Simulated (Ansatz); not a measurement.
**Property card for In2GaAs3**

These are results of DFT r2SCAN, scalar-relativistic, plane waves, PAW in Ansatz 0.2.0, not measurements.

Plane waves to 500 eV, a k mesh through Γ of 12×12×12 on the computed 6-atom cell and Gaussian smearing (0.01 eV); no spin polarisation.

The structure is relaxed at this level of theory with its symmetry kept. Whether it is the stable form of this composition wasn't checked.

```cif
data_structure
_symmetry_space_group_name_H-M 'I-4m2'
_symmetry_Int_Tables_number 119
_cell_length_a 4.2065
_cell_length_b 4.2065
_cell_length_c 17.9820
_cell_angle_alpha 90.000
_cell_angle_beta 90.000
_cell_angle_gamma 90.000
_cell_volume 318.18
loop_
_atom_site_label
_atom_site_type_symbol
_atom_site_symmetry_multiplicity
_atom_site_Wyckoff_symbol
_atom_site_fract_x
_atom_site_fract_y
_atom_site_fract_z
_atom_site_occupancy
In1 In 4 e 0.00000 0.00000 0.33722 1
Ga1 Ga 2 a 0.00000 0.00000 0.00000 1
As1 As 2 d 0.50000 0.00000 0.25000 1
As2 As 4 f 0.00000 0.50000 0.07492 1
```

| Item | Value |
| --- | --- |
| Space group | I-4m2 (No. 119) |
| Volume per atom | 26.51 Å³ |
| Formation energy from the elements' standard states (uncorrected) | -0.389 eV/atom |
| Generalised Kohn–Sham band gap | 0.20 eV |
| Löwdin character of the top 1 eV of the valence band | As 4p 79 %, In 5p 15 % |
| Löwdin character of the lowest 1 eV of the conduction band | As 4p 24 %, As 4s 20 %, Ga 4s 20 %, In 5s 15 %, In 5p 10 %, Ga 4p 7 %, unprojected 4 % |
| Bader charges (e) | In (2 in the cell) 0.83, Ga (1 in the cell) 0.77, As (1 in the cell) -0.85, As (2 in the cell) -0.79 |

Cost: 1 run of about 7.9 core-minutes, on Intel Xeon 6975P-C (Granite Rapids) (shared hosts).